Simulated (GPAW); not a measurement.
Set up this calculation in GPAW 26.7.0, as an ASE script.

* Task: single point
* Functional: PBEsol
* Potentials or basis: PAW data sets generated in the run's folder for this functional
* Cutoff: 600 eV
* Basis: pw
* k mesh: 12 × 12 × 12
* Occupations: gaussian, width 0.1 eV
* Spin: no spin polarisation
* Maxiter: 150

The structure of Zn lies in Zn.xyz:

```xyz
1
Lattice="0.0000000000 1.9647760000 1.9647760000 1.9647760000 0.0000000000 1.9647760000 1.9647760000 1.9647760000 0.0000000000" Properties=species:S:1:pos:R:3 pbc="T T T"
Zn     0.0000000000      0.0000000000      0.0000000000
```

This isn't the form of Zn at room conditions, which is hcp.

One way to write it, as run:

run.py

```python
from ase.dft.bandgap import bandgap
from ase.io import read, write
from ase.units import GPa
from gpaw import GPAW, PW, setup_paths

setup_paths.insert(0, '.')

atoms = read('Zn.xyz')

calc = GPAW(mode=PW(600),
            xc='PBEsol',
            kpts={'size': (12, 12, 12), 'gamma': True},
            occupations={'name': 'methfessel-paxton', 'order': 0, 'width': 0.1},
            nbands=13,
            convergence={'density': 1e-05, 'energy': 1e-05},
            maxiter=150,
            txt='gpaw.txt')
atoms.calc = calc
energy = atoms.get_potential_energy()
forces = atoms.get_forces()
stress = atoms.get_stress()
calc.write('gs.gpw')
write('result.traj', atoms)
print(f'Energy: {energy:.6f} eV')
print('Forces (eV/A):')
print(forces.round(4))
print('Stress (GPa):', (stress / GPa).round(3))
print('Fermi level:', round(calc.get_fermi_level(), 4), 'eV')
print(f'Gap: {bandgap(calc)[0]:.4f} eV, direct: {bandgap(calc, direct=True)[0]:.4f} eV')
```

Potentials or basis: PAW data sets generated in the run's folder for this functional, pw.

Launch:

```bash
$ gpaw-setup -f PBEsol Zn
$ OMP_NUM_THREADS=1 python run.py
```

Results of the run:

```yaml
Pressure: -5.4 GPa
Band_gap_on_the_k_mesh: none (metal or under the smearing width)
```

It took 12 s on 1 thread of Arm Neoverse V1, with other jobs on the host, peak memory 0.13 GiB.
